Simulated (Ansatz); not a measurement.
Level of theory: DFT r2SCAN, scalar-relativistic, plane waves, PAW in Ansatz. All cells share a 500 eV cutoff and Γ-centred k meshes spaced at most 0.3 Å⁻¹ (0.19 for metals, 2π included).

Temperature and zero-point effects are left out. Only the structures computed here compete, so a lower one can exist. For metals, differences of a few meV/atom aren't resolved. No run is spin-polarised.

3 distinct structures were compared, and only named types are asked about.

Question: Which is lower for ZrC, the rock salt or the nickel arsenide (C on Ni sites) structure, and by how much?

Answer: The rock salt structure, by 201 meV/atom. It takes 13.1 Å³/atom against 13.0.